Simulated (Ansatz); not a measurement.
## TiO2 monolayer (2H): relaxing the cell for a phonon run

Wanted: the relaxed cell of TiO2 monolayer (2H).

Calculated with Ansatz 0.2.0; DFT LDA, scalar-relativistic, plane waves, PAW.

## 1. The starting structure

The cell holds 3 atoms: 1 Ti and 2 O. Cell: a = 3.020 Å, b = 3.020 Å, c = 20.000 Å, α = 90.0°, β = 90.0°, γ = 120.0°. Vacuum lies along c.

## 2. Probe on a coarse mesh

A quick single point on a coarse mesh tells whether the cell has a gap and how far it is from rest, which sets the k mesh and smearing that follow.

The program solves this slab on a cell height of its own, 28.7 Å, in place of the one typed.

input.yaml reads:

```yaml
crystal:
  lattice:
    - [3.02, 0.0, 0.0]
    - [-1.51, 2.6154, 0.0]
    - [0.0, 0.0, 20.0]
  atoms:
    - { symbol: Ti, position: [0.333333, 0.666667, 0.5] }
    - { symbol: O, position: [0.666667, 0.333333, 0.56125] }
    - { symbol: O, position: [0.666667, 0.333333, 0.43875] }
  periodic: [true, true, false]
kpoints:
  mp_grid: { grid: [9, 9, 1] }
hamiltonian:
  xc: lda
scf:
  occupations: { method: gaussian, width: 0.1 }
output:
  forces: true
  stress: true
  eigenvalues: true
```

Run with:

```bash
> ansatz run input.yaml --threads 8 --pin off --max-ram 14336MiB --backend cpu --events-out ev --progress --plain --runs-dir out
```

Numbers of over 12 decimals in the logs are rounded to 6 here.

The program printed:

```text
[...]
--- Band table (eV; the first three rows and the last of 12) ---
  k-point 0: bands = [... 8 lower, -11.2606, -10.2219, -10.2219, -9.2581, -6.5569, -5.6804, -5.6804, -5.5323]
  k-point 1: bands = [... 8 lower, -11.1471, -10.4864, -10.3740, -9.1595, -6.8767, -5.7145, -5.6133, -5.5643]
  k-point 2: bands = [... 8 lower, -11.0046, -10.8581, -10.7171, -9.1378, -7.4671, -5.7839, -5.5754, -5.4557]
  k-point 11: bands = [... 8 lower, -11.7257, -11.5713, -10.5703, -9.5069, -7.8561, -6.5321, -5.0579, -5.0420]
[key lines of the parts left out:]
SCF converged after 8 iterations
Free energy (F): -3562.283370 eV
Fermi energy:    -8.565158 eV
P = ½ c Tr σ = -15.1736 N/m
```

Run time: 0.9 s. Hardware: 8 threads of Intel Xeon 6975P-C (Granite Rapids), shared host; peak memory 0.55 GiB.

Numbers from this step:

```yaml
gap_on_the_k_mesh: 1.075 eV
direct_gap_on_mesh: 1.228 eV
area_per_atom: 2.633 Å²
```

The coarse mesh shows a gap of 1.07 eV.

## 3. Rough relaxation

The start is far from rest, so a relaxation with loose tolerances brings it close first.

The program solves this slab on a cell height of its own, 28.7 Å, in place of the one typed.

Edit input.yaml of step 2 so:

```diff
@@ -20 +20,6 @@
   eigenvalues: true
+relax:
+  adjacent_minimum: "off"
+  f_tol: 0.05
+  max_steps: 80
+  cell: { stress_2d_tol: 0.02 }
```

The program printed:

```text
[...]
Crystal: 3 atoms, lattice volume = 226.687 Å³
Basis set: ecut = 420 eV, 4367 PW (Γ)
Bands: 16, of which v1, the nominal top of the filled ones, is band 12 counted from 1 (11 counted from 0)
Symmetry: 12 space group operations
[...]
k-points: 12 of 81 (time reversal used)
[...]
F+E_penalty+E_count = -3563.26385855 eV   max|allowed force component| = 8.157e-4 eV/Å   (the final SCF, on the basis selected at the relaxed cell)
  cell:  # Å, volume = 198.2303 Å³
    - [2.824091, 0, 0]
    - [-1.412046, 2.445735, 0]
    - [0, 0, 28.700000]
  atoms:
    - { symbol: Ti, position: [0.333333, 0.666667, 0.348432] }
    - { symbol: O, position: [0.666667, 0.333333, 0.387117] }
    - { symbol: O, position: [0.666667, 0.333333, 0.309748] }
[key lines of the parts left out:]
SCF converged after 9 iterations
Free energy (F): -3563.263859 eV
Fermi energy:    -8.302298 eV
P = ½ c Tr σ = -0.0105 N/m
```

Elapsed: 10 s, on 8 threads; peak memory 0.62 GiB.

The steps of the relaxation:

```
step  energy less that of the first step (eV)  largest force component (eV/Å)  volume (Å³)
   1                                   0.0000                          3.2839       226.69
   2                                  -0.8174                          0.7683       213.38
   3                                  -0.9782                          0.0155       193.69
   4                                  -0.9917                          0.1148       199.40
   5                                  -0.9930                          0.0283       198.85
  6*                                  -0.9802                          0.0261       198.85
   7                                  -0.9811                          0.0007       198.23
  8*                                  -0.9805                          0.0008       198.23
```

Relaxation steps marked * repeat the geometry before them on a plane-wave basis chosen anew for their cell, so energy and pressure can jump there.

Forces are held to the 12 operations that the run works with; a distortion that breaks them can't arise in this run.

```
cell as run  before  after  change
      a (Å)   3.020  2.824  -6.5 %
      b (Å)   3.020  2.824  -6.5 %
```

The atoms that moved most (Å, along periodic axes as changes of fractional coordinates times the final cell, across vacuum about the mean position):

```
atom     dx     dy      dz  length
  O2  0.000  0.000  -0.115   0.115
  O3  0.000  0.000   0.115   0.115
```

The relaxed structure:

```cif
data_structure
_symmetry_space_group_name_H-M 'P 1'
_symmetry_Int_Tables_number 1
_cell_length_a 2.8241
_cell_length_b 2.8241
_cell_length_c 28.7000
_cell_angle_alpha 90.000
_cell_angle_beta 90.000
_cell_angle_gamma 120.000
_cell_volume 198.23
loop_
_atom_site_label
_atom_site_type_symbol
_atom_site_fract_x
_atom_site_fract_y
_atom_site_fract_z
_atom_site_occupancy
Ti1 Ti 0.33333 0.66667 0.34843 1
O2 O 0.66667 0.33333 0.38712 1
O3 O 0.66667 0.33333 0.30975 1
```

Numbers from this step:

- gap on the k-mesh: 1.201 eV
- direct gap on mesh: 1.303 eV
- area per atom: 2.302 Å²

The relaxation ends with a largest force component of 8.2e-4 eV/Å.

## 4. Bringing the structure to rest

The cell and atoms are relaxed, since residual forces and stress would shift the frequencies.

input.yaml reads:

```yaml
crystal:
  lattice:
    - [2.8240912217, 0.0, 0.0]
    - [-1.4120456109, 2.4457347406, 0.0]
    - [0.0, 0.0, 28.7]
  atoms:
    - { symbol: Ti, position: [0.3333333333, 0.6666666667, 0.3484320557] }
    - { symbol: O, position: [0.6666666667, 0.3333333333, 0.3871166012] }
    - { symbol: O, position: [0.6666666667, 0.3333333333, 0.3097475103] }
  periodic: [true, true, false]
kpoints:
  mp_grid: { grid: [12, 12, 1] }
hamiltonian:
  xc: lda
scf:
  occupations: { method: gaussian, width: 0.02 }
output:
  forces: true
  stress: true
  eigenvalues: true
  write_density: true
  write_potential: true
  elf: true
  volumetric_format: npy
relax:
  adjacent_minimum: "off"
  f_tol: 0.005
  max_steps: 80
  cell: { stress_2d_tol: 0.02 }
```

The program printed:

```text
[...]
Crystal: 3 atoms, lattice volume = 198.230 Å³
Basis set: ecut = 420 eV, 3899 PW (Γ)
Bands: 16, of which v1, the nominal top of the filled ones, is band 12 counted from 1 (11 counted from 0)
Symmetry: 12 space group operations
[...]
k-points: 19 of 144 (time reversal used)
[...]
SCF iter   1: F=—  HF=-3563.291811 eV  |F-HF|=—  |Δ(HF+E_count)|=         —  Δρ=9.10e-3  dr2=1.07e-1  ethr=1.77e-3  ⟨swp⟩=13.9  Hψ=2840  notcnv=0
[...]
SCF iter   9: F=-3563.263873 eV  HF=-3563.263873 eV  |F-HF|=9.23e-11  |Δ(HF+E_count)|=   2.23e-9  Δρ=3.80e-7  dr2=1.46e-10  ethr=5.71e-12  ⟨swp⟩=9.1  Hψ=2185  notcnv=0
SCF 1 converged in 9 iterations: F = -3563.263873 eV  dr2 = 1.46e-10
[...]
relax step   1: F+E_penalty+E_count = -3563.26387322 eV  Δ(F+E_penalty+E_count) = +0.000e0 eV  max|allowed force component| = 8.926e-4 eV/Å  Δτ_max = 0.0000 Å  P = -0.010 N/m  Ω = 198.230 Å³  fix = [c, alpha, beta]  reactions: c -0.000 N/m  (9 SCF iters, dr2 threshold 1.00e-7 eV, accepted)
[...]
SCF iter   1: F=—  HF=-3563.263799 eV  |F-HF|=—  |Δ(HF+E_count)|=         —  Δρ=9.29e-7  dr2=1.11e-9  ethr=1.71e-7  ⟨swp⟩=6.5  Hψ=4325  notcnv=0
eigensolver tolerance schedule: the retry pair's looser diagonalisation over-reported the residual by 37055.76 of it (diagonalisation noise at an unbounded share of the residual, at the tolerance the schedule requests for it); recorded, not acted on — ethr = c·dr2/N_el stays at c = 1.0e-1
[...]
SCF iter   2: F=—  HF=-3563.263873 eV  |F-HF|=—  |Δ(HF+E_count)|=   7.45e-5  Δρ=9.49e-7  dr2=1.50e-9  ethr=4.61e-12  ⟨swp⟩=6.9  Hψ=1287  notcnv=0
[...]
SCF iter   7: F=-3563.263873 eV  HF=-3563.263873 eV  |F-HF|=1.91e-11  |Δ(HF+E_count)|=  2.00e-11  Δρ=1.83e-8  dr2=3.37e-13  ethr=1.00e-12  ⟨swp⟩=10.7  Hψ=2321  notcnv=0
SCF 2 converged in 7 iterations: F = -3563.263873 eV  dr2 = 3.37e-13
relax step   2: F+E_penalty+E_count = -3563.26387322 eV  Δ(F+E_penalty+E_count) = -9.004e-11 eV  max|allowed force component| = 8.994e-4 eV/Å  Δτ_max = 0.0000 Å  P = -0.010 N/m  Ω = 198.230 Å³  fix = [c, alpha, beta]  reactions: c -0.000 N/m  stress off target by 9.80e-3 N/m on what of the cell is left free  SCF on the basis re-selected at this cell (its energy is not comparable with the rows above)  (7 SCF iters)
basis re-selected at this cell: Δ(F+E_penalty+E_count) = -9.004e-11 eV, ΔP = -0.000 N/m vs the last step (what re-selecting the basis moved, of the pressure what is left beyond the Pulay correction that the steps carried, after the strain that the cell walked since its last selection, with what the two solves' SCF thresholds leave and, on support functions, any second-order correction that the steps lacked; it is no  [...]
WARN: The output density's exchange-correlation potential varies sharply where the density is thin. Do not read a vacuum level from v_tot or v_xc, or from such a field of the output density. On a cell that repeats whose density bears no net charge and no dipole along the vacuum's axis use v_es (v_loc + v_h of the components); under efield.dipole_correction with no amplitude use v_es + v_field, which holds any externa [...]
SCF converged after 7 iterations
Free energy (F): -3563.263873 eV
[...]
Internal energy: -3563.263873 eV  (E = F + TS)
E sigma→0 (E₀):  -3563.263873 eV
Fermi energy:    -8.301799 eV
[...]
--- Forces (eV/Å), atoms counted from 1 ---
  atom   1  Ti     0.00000000    -0.00000000    -0.00000000
  atom   2  O      0.00000000     0.00000000    -0.00089942
  atom   3  O      0.00000000    -0.00000000     0.00089942
  max |Σ_I F_I| component: 4.63e-16 eV/Å
--- 2D stress c σ (N/m, compression-positive) ---
       -0.009800      -0.000000      -0.000000
       -0.000000      -0.009800       0.000000
        0.000000       0.000000       0.000000
  P = ½ c Tr σ = -0.0098 N/m
--- Band table (eV; the first three rows and the last of 19) ---
  k-point 0: bands = [... 8 lower, -11.9364, -10.5107, -10.5107, -9.1975, -5.6261, -4.3868, -4.3868, -4.3743]
  k-point 1: bands = [... 8 lower, -11.8406, -10.7104, -10.6259, -9.0865, -5.8657, -4.4443, -4.4086, -4.2905]
  k-point 2: bands = [... 8 lower, -11.5757, -11.1327, -10.9161, -8.9521, -6.4336, -4.4936, -4.4640, -4.1481]
  k-point 18: bands = [... 8 lower, -12.1476, -11.9654, -10.6472, -9.3143, -7.5053, -5.7808, -3.5299, -3.5132]
--- Relaxed structure (1 steps of the walk, 1 accepted, 1 SCFs on fresh bases) ---
[...]
cell:  # Å, volume = 198.2303 Å³
    - [2.824091, 2.8867476749810406e-11, 0.0]
    - [-1.412046, 2.445735, 0.0]
    - [0.0, 0.0, 28.7]
  atoms:
    - { symbol: Ti, position: [0.333333, 0.666667, 0.348432] }
    - { symbol: O, position: [0.666667, 0.333333, 0.387117] }
    - { symbol: O, position: [0.666667, 0.333333, 0.309748] }
```

The job ended after 3.4 s (8 threads; peak memory 0.58 GiB; 14 s of CPU time).

Little changed from the start: no atom moved by 0.005 Å and no cell edge by 0.1 %.

Numbers from this step:

```yaml
gap_on_the_k_mesh: 1.177 eV
direct_gap_on_mesh: 1.347 eV
```

Valence density in the ac plane at fractional y = 0.333, with atoms of O within 0.2 Å of it. It is the smooth field of the valence electrons, not physical close to the nuclei.

Values in e/Å³, 24 rows by 15 columns, each cell a mean:
```
0.0 0.0 0.0 0.0 0.0 0.0 0.0 0.0 0.0 0.0 0.0 0.0 0.0 0.0 0.0
0.0 0.0 0.0 0.0 0.0 0.0 0.0 0.0 0.0 0.0 0.0 0.0 0.0 0.0 0.0
0.0 0.0 0.0 0.0 0.0 0.0 0.0 0.0 0.0 0.0 0.0 0.0 0.0 0.0 0.0
0.0 0.0 0.0 0.0 0.0 0.0 0.0 0.0 0.0 0.0 0.0 0.0 0.0 0.0 0.0
0.0 0.0 0.0 0.0 0.0 0.0 0.0 0.0 0.0 0.0 0.0 0.0 0.0 0.0 0.0
0.0 0.0 0.0 0.0 0.0 0.0 0.0 0.0 0.0 0.0 0.0 0.0 0.0 0.0 0.0
0.0 0.0 0.0 0.0 0.0 0.0 0.0 0.0 0.0 0.0 0.0 0.0 0.0 0.0 0.0
0.0 0.0 0.0 0.0 0.0 0.0 0.0 0.0 0.0 0.0 0.0 0.0 0.0 0.0 0.0
0.0 0.0 0.0 0.0 0.0 0.0 0.0 0.0 0.0 0.0 0.0 0.0 0.0 0.0 0.0
0.0 0.0 0.0 0.0 0.0 0.0 0.0 0.0 0.0 0.0 0.0 0.0 0.0 0.0 0.0
0.0 0.0 0.0 0.0 0.0 0.0 0.0 0.0 0.0 0.0 0.0 0.0 0.0 0.0 0.0
0.0 0.0 0.0 0.0 0.0 0.0 0.0 0.0 0.0 0.0 0.0 0.0 0.0 0.0 0.0
0.0 0.0 0.0 0.0 0.0 0.0 0.0 0.0 0.0 0.0 0.0 0.0 0.0 0.0 0.0
0.0 0.0 0.0 0.0 0.0 0.0 0.0 0.1 0.1 0.1 0.1 0.1 0.1 0.1 0.0
0.3 0.2 0.1 0.1 0.2 0.3 0.7 1.5 3.1 4.7 5.3 4.7 3.1 1.5 0.7
0.4 0.5 0.6 0.6 0.5 0.4 0.5 0.6 0.8 1.0 1.1 1.0 0.8 0.6 0.5
0.4 0.2 0.2 0.2 0.2 0.4 0.7 1.6 3.2 4.9 5.5 4.8 3.2 1.6 0.7
0.0 0.0 0.0 0.0 0.0 0.0 0.1 0.1 0.2 0.2 0.3 0.2 0.2 0.1 0.1
0.0 0.0 0.0 0.0 0.0 0.0 0.0 0.0 0.0 0.0 0.0 0.0 0.0 0.0 0.0
0.0 0.0 0.0 0.0 0.0 0.0 0.0 0.0 0.0 0.0 0.0 0.0 0.0 0.0 0.0
0.0 0.0 0.0 0.0 0.0 0.0 0.0 0.0 0.0 0.0 0.0 0.0 0.0 0.0 0.0
0.0 0.0 0.0 0.0 0.0 0.0 0.0 0.0 0.0 0.0 0.0 0.0 0.0 0.0 0.0
0.0 0.0 0.0 0.0 0.0 0.0 0.0 0.0 0.0 0.0 0.0 0.0 0.0 0.0 0.0
0.0 0.0 0.0 0.0 0.0 0.0 0.0 0.0 0.0 0.0 0.0 0.0 0.0 0.0 0.0
```
Columns run along a (2.8 Å), rows up along c (28.7 Å). Atoms in or near the plane, at fractional coordinates: O at (0.67, 0.39), O at (0.67, 0.31).

Electrostatic potential energy in the ac plane at fractional y = 0.333, with atoms of O within 0.2 Å of it. With pseudopotentials it is smooth inside the atoms' cores, unlike the true potential.

Ten even steps from '0' (-31 eV) to '9' (0 eV), each cell a mean:
```
999999999999999
999999999999999
999999999999999
999999999999999
999999999999999
999999999999999
999999999999999
999999999999999
999999999999999
999999999999999
999999999999999
999999999999999
999999999999999
999999999999999
888888721000137
421124565545565
777777720000027
999999999999999
999999999999999
999999999999999
999999999999999
999999999999999
999999999999999
999999999999999
```
Columns run along a (2.8 Å; values clipped at the 3rd and 97th percentile), rows up along c (28.7 Å). Atoms in or near the plane, at fractional coordinates: O at (0.67, 0.39), O at (0.67, 0.31).

ELF in the ac plane at fractional y = 0.333, with atoms of O within 0.2 Å of it. It is the smooth field of the valence electrons, not physical close to the nuclei.

Values, 24 rows by 15 columns, each cell a mean:
```
0.00 0.00 0.00 0.00 0.00 0.00 0.00 0.00 0.00 0.00 0.00 0.00 0.00 0.00 0.00
0.00 0.00 0.00 0.00 0.00 0.00 0.00 0.00 0.00 0.00 0.00 0.00 0.00 0.00 0.00
0.00 0.00 0.00 0.00 0.00 0.00 0.00 0.00 0.00 0.00 0.00 0.00 0.00 0.00 0.00
0.00 0.00 0.00 0.00 0.00 0.00 0.00 0.00 0.00 0.00 0.00 0.00 0.00 0.00 0.00
0.00 0.00 0.00 0.00 0.00 0.00 0.00 0.00 0.00 0.00 0.00 0.00 0.00 0.00 0.00
0.00 0.00 0.00 0.00 0.00 0.00 0.00 0.00 0.00 0.00 0.00 0.00 0.00 0.00 0.00
0.00 0.00 0.00 0.00 0.00 0.00 0.00 0.00 0.00 0.00 0.00 0.00 0.00 0.00 0.00
0.00 0.00 0.00 0.00 0.00 0.00 0.00 0.00 0.00 0.00 0.00 0.00 0.00 0.00 0.00
0.00 0.00 0.00 0.00 0.00 0.00 0.00 0.00 0.00 0.00 0.00 0.00 0.00 0.00 0.00
0.00 0.00 0.00 0.00 0.00 0.00 0.00 0.00 0.00 0.00 0.00 0.00 0.00 0.00 0.00
0.00 0.00 0.00 0.00 0.00 0.00 0.00 0.00 0.00 0.00 0.00 0.00 0.00 0.00 0.00
0.00 0.00 0.00 0.00 0.00 0.00 0.00 0.00 0.00 0.00 0.00 0.00 0.00 0.00 0.00
0.00 0.00 0.00 0.00 0.00 0.00 0.00 0.01 0.01 0.02 0.02 0.02 0.01 0.01 0.00
0.11 0.03 0.01 0.01 0.03 0.11 0.24 0.36 0.44 0.49 0.50 0.49 0.44 0.35 0.24
0.49 0.19 0.06 0.06 0.19 0.50 0.74 0.81 0.79 0.67 0.59 0.67 0.79 0.81 0.73
0.14 0.18 0.25 0.25 0.18 0.14 0.22 0.36 0.45 0.48 0.48 0.48 0.45 0.36 0.22
0.48 0.19 0.07 0.07 0.19 0.48 0.72 0.81 0.78 0.66 0.58 0.66 0.78 0.81 0.72
0.15 0.04 0.01 0.01 0.04 0.15 0.31 0.43 0.52 0.57 0.58 0.57 0.52 0.43 0.31
0.00 0.00 0.00 0.00 0.00 0.00 0.01 0.01 0.02 0.03 0.03 0.03 0.02 0.01 0.01
0.00 0.00 0.00 0.00 0.00 0.00 0.00 0.00 0.00 0.00 0.00 0.00 0.00 0.00 0.00
0.00 0.00 0.00 0.00 0.00 0.00 0.00 0.00 0.00 0.00 0.00 0.00 0.00 0.00 0.00
0.00 0.00 0.00 0.00 0.00 0.00 0.00 0.00 0.00 0.00 0.00 0.00 0.00 0.00 0.00
0.00 0.00 0.00 0.00 0.00 0.00 0.00 0.00 0.00 0.00 0.00 0.00 0.00 0.00 0.00
0.00 0.00 0.00 0.00 0.00 0.00 0.00 0.00 0.00 0.00 0.00 0.00 0.00 0.00 0.00
```
Columns run along a (2.8 Å), rows up along c (28.7 Å). Atoms in or near the plane, at fractional coordinates: O at (0.67, 0.39), O at (0.67, 0.31).

(Continued in part 2 of 2.)

[Logs are printed without paths, hosts, clocks, repeated set-up lines and the standing remarks that a program may print on its own settings, such as how far it seeks lower states.]

[Hosts, paths, dates, database ids (printed as entryN), source tags and the programs' standing remarks are cut or masked in the printed files.]
